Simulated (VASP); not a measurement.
Write the native input for VASP 6.6.1 that does the following.

| Property | Result |
| --- | --- |
| Task | single point |
| Functional | PBEsol |
| Potentials or basis | VASP PAW PBE potentials, release 64 (N) |
| Cutoff | 520 eV |
| k mesh | 1 × 1 × 1 |
| Occupations | fermi-dirac, width 0.05 eV |
| Spin | no spin polarisation |
| Dipole correction | no |
| Further INCAR settings | LREAL = Auto; ALGO = Normal; EDIFF = 1e-06; NBANDS = 78 |

The structure of N lies in POSCAR:

```
N
1.0
    8.8620950000      0.0000000000      0.0000000000
    0.0000000000      8.8620950000      0.0000000000
    0.0000000000      0.0000000000      8.8620950000
N
24
Direct
    0.0172369702      0.3649845898      0.3627652197
    0.0908512788      0.3295353926      0.2690782111
    0.4531847051      0.1529372453      0.8377152769
    0.4912091889      0.1531887154      0.9558943199
    0.4313651238      0.8901416444      0.3060597304
    0.3300409772      0.9526628969      0.2706418336
    0.7217651849      0.5354784699      0.5954281727
    0.6874745338      0.6298878923      0.6686879274
    0.7819828849      1.0839347699      0.1692930935
    0.8498463256      0.9956081821      0.1143533077
    0.3584372536      0.6582985372      0.8705750840
    0.4175188129      0.7624810661      0.9036669240
    0.9640277835      0.7268515728      0.3407119288
    1.0307038140      0.7834160517      0.4288786147
    0.1053819033      0.3266365832      0.8831747601
    0.0780274266      0.3342431856      0.7622747785
    0.7954479219      0.1107422981      0.6414293713
    0.7483004595      0.0637408440      0.5364019757
    0.7533778661      0.4722448928      0.0517645055
    0.6826731472      0.5137178276      0.1450183124
    1.0119264593      0.7265793610      0.9151521882
    0.9738266012      0.7855721682      0.8126436804
    0.3879040111      0.4125457983      0.5442898514
    0.3916916667      0.3075742148      0.4777773319
```

The cell was built by a generator and needn't be a form met in nature.

These files were run (other wordings do the same):

INCAR

```
PREC = Accurate
ENCUT = 520
EDIFF = 1E-6
ISMEAR = -1
SIGMA = 0.05
LREAL = Auto
LASPH = T
NELM = 100
ALGO = Normal
ISIF = 2
LWAVE = F
LCHARG = F
GGA = PS
NBANDS = 78
```

KPOINTS

```
Automatic mesh
0
Gamma
  1 1 1
```

Potentials or basis: VASP PAW PBE potentials, release 64 (N).

Launch:

```sh
$ cat potpaw_PBE.64/N/POTCAR > POTCAR
$ mpirun -np 1 vasp_gam > vasp.out
```

It gave:

The pressure is 1.7 GPa. The largest force is 1.802 eV/Å and the band gap on the k mesh is 7.38 eV, direct.

Caveat: the standard files for N, O and F lose accuracy on very short bonds; the PAW data sets were made with another functional, which shifts forces and pressure a little.

Run time: 51 s on 1 thread of AMD EPYC 9R45 96-Core Processor (Zen 5), on a shared host, peak memory 0.59 GiB.
